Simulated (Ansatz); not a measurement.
# In (Im-3m) in Ansatz: further runs

One crystal, In, is run at these levels: PBE; tasks: single point.

All numbers are computed with Ansatz 0.2.0; they aren't measurements. Logs are shortened: lines on timing, memory, paths and dates and some standing lists are left out, and cuts for length are marked.

### 1 The structure

It takes space group Im-3m (No. 229, cubic). Conventional cell: a = 3.765 Å, b = 3.765 Å, c = 3.765 Å, α = 90.00°, β = 90.00°, γ = 90.00°. Around In (site symmetry m-3m) lie 8 In at 3.26 Å.

This isn't the form of In at room conditions, which is tetragonal.

### 2 Single point, PBE

Contents of input.yaml:

```yaml
crystal:
  lattice:
    - [-1.88252524, 1.88252524, 1.88252524]
    - [1.88252524, -1.88252524, 1.88252524]
    - [1.88252524, 1.88252524, -1.88252524]
  atoms:
    - { symbol: In, position: [0.0, 0.0, 0.0] }
hamiltonian:
  xc: pbe
  pseudopotentials: { kind: paw }
kpoints:
  mp_grid: { grid: [10, 10, 10] }
scf:
  occupations: { method: gaussian, width: 0.027 }
output:
  forces: true
  stress: true
  eigenvalues: true
```

Potentials or basis: Ansatz PAW.

Started as:

```sh
$ ansatz run input.yaml --threads 2 --pin off --max-ram 5632MiB --backend cpu --events-out ev --progress --plain --runs-dir out
```

Log:

```text
Warning: RAYON_NUM_THREADS=2 ignored (pool sized by the plan → 2); use --threads N
Engine: ansatz 0.2.0, aarch64-unknown-linux-gnu
Pseudopotentials: kind: paw
Pseudopotential: In, paw, valence charge 13, recommended cutoff 420 eV (normal), In.paw.azcp
Functional definition: PBE
  parameter kappa = 0.804
  parameter beta = 0.06672455060314922
  exchange = pbe_x(kappa = kappa, mu = beta*pi^2/3)
  correlation = pbe_c(beta = beta)
Crystal: 1 atoms, lattice volume = 26.686 Å³
Basis set: ecut = 420 eV, 531 PW (Γ), exchange–correlation on 48×48×48 points (8 copies of the dense FFT grid, shifted against one another)
Bands: 11, of which v1, the nominal top of the filled ones, is band 7 counted from 1 (6 counted from 0)
Symmetry: 48 space group operations
Space group: Im-3m (ITA 229), of the structure as read, at distance tolerance 3.0e-5 Å
k-points: 47 of 1000
Non-local potential: In, projectors of the file, l = 0: 2, l = 1: 2, l = 2: 2, l = 3: 2
PAW form: soft (Blöchl's): semilocal exchange-correlation on the pseudo side does not see the compensation charge
PAW one-centre angular grid: In, 590 points (default); XC on 64 Gauss nodes
Initial density: superposition of atomic densities (neutral atoms: chi_scale 0, normalization atom), corrected by the library's trained network
Initial wavefunctions: pseudopotential atomic-orbital guess
Functional: x = pbe(κ = 0.804, μ = 0.2195149727645171), c = pbe(β = 0.06672455060314922)
SCF iter   1: F=—  HF=-5597.834118 eV  |F-HF|=—  |Δ(HF+E_count)|=         —  Δρ=7.45e-4  dr2=8.83e-5  ethr=1.77e-3  ⟨swp⟩=6.0  Hψ=3118  notcnv=0
preconditioner: auto → none  [insulator: Δε(μ)=0.030 eV  Ē_g=19.751 eV  σ=0.027 eV  W_gap=0.51  n_scr=12 (ndim 8)  ℏωp=25.9 eV  f_vac=0.000  D(μ)=2.86/eV (n_scr^D=42)  ε∞_Penn≈2.7]
SCF iter   2: F=—  HF=-5597.833665 eV  |F-HF|=—  |Δ(HF+E_count)|=   4.53e-4  Δρ=3.07e-4  dr2=1.57e-5  ethr=6.79e-7  ⟨swp⟩=2.3  Hψ=1253  notcnv=0
SCF iter   3: F=—  HF=-5597.833684 eV  |F-HF|=—  |Δ(HF+E_count)|=   1.90e-5  Δρ=2.30e-4  dr2=8.84e-6  ethr=1.21e-7  ⟨swp⟩=2.0  Hψ=797  notcnv=0  defer=2
SCF iter   4: F=—  HF=-5597.833680 eV  |F-HF|=—  |Δ(HF+E_count)|=   4.00e-6  Δρ=8.57e-5  dr2=1.15e-6  ethr=6.80e-8  ⟨swp⟩=2.3  Hψ=753  notcnv=0  defer=2
iter 5 did not close the SCF: its close was put off for the readings that it lacked (scf_convergence_deferred on its scf_iter line)
SCF iter   5: F=-5597.833680 eV  HF=-5597.833680 eV  |F-HF|=3.33e-10  |Δ(HF+E_count)|=   4.47e-7  Δρ=2.84e-6  dr2=7.72e-10  ethr=8.86e-9  ⟨swp⟩=2.0  Hψ=745  notcnv=0  defer=2
SCF iter   6: F=-5597.833680 eV  HF=-5597.833680 eV  |F-HF|=7.00e-11  |Δ(HF+E_count)|=  6.40e-10  Δρ=7.59e-7  dr2=6.91e-11  ethr=5.94e-12  ⟨swp⟩=3.1  Hψ=1869  notcnv=0
SCF 1 converged in 6 iterations: F = -5597.833680 eV  dr2 = 6.91e-11
SCF converged after 6 iterations
Free energy (F): -5597.833680 eV
Harris-Foulkes:  -5597.833680 eV  (|F-HF|=7.00e-11)
Internal energy: -5597.832638 eV  (E = F + TS)
E sigma→0 (E₀):  -5597.833159 eV
Entropy (-TS):   -0.001042 eV (-1.042 meV/atom)
Fermi energy:    9.940575 eV
--- Per-component energies (eV) ---
  E_band       = -26.712658
  E_kinetic    = 241.171615
  E_local      = -1086.622209  (includes V_loc(G=0)·N_el)
  E_nonlocal   = 366.015160
  E_hartree    = 425.665688
  E_xc         = -216.033754
  E_vxc        = -100.003675  (∫ρ·V_xc dr)
  E_paw        = -4151.920034  (= ΣΔE_a)
  E_vpaw       = -298.605248  (= ΣTr[D̂ρ^β])
  E_aug_tail   = 0.000026  (compensation charges beyond the density's cutoff)
  E_ewald      = -1176.109129
  E_smearing   = -0.001042  (= −TS)
  E_closure    = 0.000000  (closes the sum)
  Σ components = -5597.833680   (vs F -5597.833680, Δ=0.00e0)
--- Forces (eV/Å), atoms counted from 1 ---
  atom   1  In     0.00000000     0.00000000     0.00000000
  max |Σ_I F_I| component: 7.40e-32 eV/Å
--- Stress (GPa, compression-positive) ---
        1.532095      -0.000000      -0.000000
        0.000000       1.532095       0.000000
       -0.000000      -0.000000       1.532095
  P = ⅓ Tr σ = 1.5321 GPa (15.321 kbar)
--- Band table (eV; the first three rows and the last of 47) ---
  k-point 0: bands = ["-4.6777", "-4.6777", "-4.6777", "-4.4135", "-4.4135", "0.5808", "20.8868", "20.8868", "20.8868", "22.9171", "22.9171"]
  k-point 1: bands = ["-4.6879", "-4.6685", "-4.6386", "-4.4242", "-4.4139", "0.8093", "18.8101", "19.9109", "20.3588", "21.8755", "22.1894"]
  k-point 2: bands = ["-4.7144", "-4.6552", "-4.5343", "-4.4449", "-4.4148", "1.5027", "15.3488", "18.3301", "19.2009", "21.0427", "21.2409"]
  k-point 46: bands = ["-4.7783", "-4.7783", "-4.2893", "-4.2893", "-4.2893", "10.8821", "11.2505", "11.2505", "11.2505", "15.2270", "15.2270"]
```

It took 0.9 s on 2 threads of Arm Neoverse N1, shared host; peak memory 0.27 GiB.

What came out:

| Property | Result |
| --- | --- |
| Free energy | -5597.8337 eV |
| Pressure | 1.5 GPa |
| Band gap on the k mesh | none (metal or under the smearing width) |

### 3 Single point, PBE

Changes to input.yaml since step 2:

```diff
@@ -13,3 +13,3 @@
 scf:
-  occupations: { method: gaussian, width: 0.027 }
+  occupations: { method: gaussian, width: 0.028 }
 output:
```

Potentials or basis: Ansatz PAW.

Started as:

```sh
$ ansatz run input.yaml --threads 2 --pin off --max-ram 5632MiB --backend cpu --events-out ev --progress --plain --runs-dir out
```

Log:

```text
Warning: RAYON_NUM_THREADS=2 ignored (pool sized by the plan → 2); use --threads N
[... 8 set-up lines as earlier in the session ...]
Crystal: 1 atoms, lattice volume = 26.686 Å³
Basis set: ecut = 420 eV, 531 PW (Γ), exchange–correlation on 48×48×48 points (8 copies of the dense FFT grid, shifted against one another)
Bands: 11, of which v1, the nominal top of the filled ones, is band 7 counted from 1 (6 counted from 0)
[... 2 set-up lines as earlier in the session ...]
k-points: 47 of 1000
[... 6 set-up lines as earlier in the session ...]
SCF iter   1: F=—  HF=-5597.834156 eV  |F-HF|=—  |Δ(HF+E_count)|=         —  Δρ=7.45e-4  dr2=8.83e-5  ethr=1.77e-3  ⟨swp⟩=6.0  Hψ=3123  notcnv=0
preconditioner: auto → none  [insulator: Δε(μ)=0.030 eV  Ē_g=19.751 eV  σ=0.028 eV  W_gap=0.50  n_scr=12 (ndim 8)  ℏωp=25.9 eV  f_vac=0.000  D(μ)=2.77/eV (n_scr^D=42)  ε∞_Penn≈2.7]
SCF iter   2: F=—  HF=-5597.833704 eV  |F-HF|=—  |Δ(HF+E_count)|=   4.52e-4  Δρ=3.07e-4  dr2=1.57e-5  ethr=6.79e-7  ⟨swp⟩=2.3  Hψ=1242  notcnv=0
SCF iter   3: F=—  HF=-5597.833723 eV  |F-HF|=—  |Δ(HF+E_count)|=   1.90e-5  Δρ=2.31e-4  dr2=8.93e-6  ethr=1.21e-7  ⟨swp⟩=2.0  Hψ=797  notcnv=0  defer=2
SCF iter   4: F=—  HF=-5597.833719 eV  |F-HF|=—  |Δ(HF+E_count)|=   4.04e-6  Δρ=8.60e-5  dr2=1.16e-6  ethr=6.87e-8  ⟨swp⟩=2.3  Hψ=753  notcnv=0  defer=2
iter 5 did not close the SCF: its close was put off for the readings that it lacked (scf_convergence_deferred on its scf_iter line)
SCF iter   5: F=-5597.833719 eV  HF=-5597.833719 eV  |F-HF|=2.70e-10  |Δ(HF+E_count)|=   4.55e-7  Δρ=2.92e-6  dr2=8.30e-10  ethr=8.95e-9  ⟨swp⟩=2.0  Hψ=745  notcnv=0  defer=2
SCF iter   6: F=-5597.833719 eV  HF=-5597.833719 eV  |F-HF|=6.73e-11  |Δ(HF+E_count)|=   1.15e-9  Δρ=7.75e-7  dr2=7.20e-11  ethr=6.38e-12  ⟨swp⟩=3.2  Hψ=1877  notcnv=0
SCF 1 converged in 6 iterations: F = -5597.833719 eV  dr2 = 7.20e-11
SCF converged after 6 iterations
Free energy (F): -5597.833719 eV
Harris-Foulkes:  -5597.833719 eV  (|F-HF|=6.73e-11)
Internal energy: -5597.832632 eV  (E = F + TS)
E sigma→0 (E₀):  -5597.833175 eV
Entropy (-TS):   -0.001087 eV (-1.087 meV/atom)
Fermi energy:    9.940328 eV
--- Per-component energies (eV) ---
  E_band       = -26.712691
  E_kinetic    = 241.171604
  E_local      = -1086.622182  (includes V_loc(G=0)·N_el)
  E_nonlocal   = 366.015203
  E_hartree    = 425.665674
  E_xc         = -216.033710
  E_vxc        = -100.003622  (∫ρ·V_xc dr)
  E_paw        = -4151.920118  (= ΣΔE_a)
  E_vpaw       = -298.605371  (= ΣTr[D̂ρ^β])
  E_aug_tail   = 0.000026  (compensation charges beyond the density's cutoff)
  E_ewald      = -1176.109129
  E_smearing   = -0.001087  (= −TS)
  E_closure    = 0.000000  (closes the sum)
  Σ components = -5597.833719   (vs F -5597.833719, Δ=0.00e0)
--- Forces (eV/Å), atoms counted from 1 ---
  atom   1  In    -0.00000000     0.00000000    -0.00000000
  max |Σ_I F_I| component: 1.36e-31 eV/Å
--- Stress (GPa, compression-positive) ---
        1.532004       0.000000       0.000000
        0.000000       1.532004       0.000000
       -0.000000       0.000000       1.532004
  P = ⅓ Tr σ = 1.5320 GPa (15.320 kbar)
--- Band table (eV; the first three rows and the last of 47) ---
  k-point 0: bands = ["-4.6777", "-4.6777", "-4.6777", "-4.4135", "-4.4135", "0.5808", "20.8868", "20.8868", "20.8868", "22.9171", "22.9171"]
  k-point 1: bands = ["-4.6879", "-4.6685", "-4.6386", "-4.4242", "-4.4139", "0.8093", "18.8101", "19.9109", "20.3588", "21.8755", "22.1894"]
  k-point 2: bands = ["-4.7144", "-4.6552", "-4.5343", "-4.4449", "-4.4148", "1.5027", "15.3488", "18.3301", "19.2009", "21.0427", "21.2409"]
  k-point 46: bands = ["-4.7783", "-4.7783", "-4.2893", "-4.2893", "-4.2893", "10.8821", "11.2505", "11.2505", "11.2505", "15.2270", "15.2270"]
```

Wall time 0.89 s (2 threads of Arm Neoverse N1, shared host); peak memory 0.27 GiB.

What came out:

```
Free energy            : -5597.8337 eV
Pressure               : 1.5 GPa
Band gap on the k mesh : none (metal or under the smearing width)
```

Levels at points of the mesh, in eV from the Fermi level:
| k point | band 3 | band 4 | band 5 | band 6 | band 7 | band 8 | band 9 | band 10 |
| --- | --- | --- | --- | --- | --- | --- | --- | --- |
| (0.00, 0.00, 0.00) | -14.62 | -14.35 | -14.35 | -9.36 | 10.95 | 10.95 | 10.95 | 12.98 |
| (0.00, 0.00, -0.50) | -14.37 | -14.36 | -14.19 | -3.87 | -3.06 | 5.88 | 7.31 | 10.04 |
| (-0.50, -0.50, -0.50) | -14.23 | -14.23 | -14.23 | 0.94 | 1.31 | 1.31 | 1.31 | 5.29 |
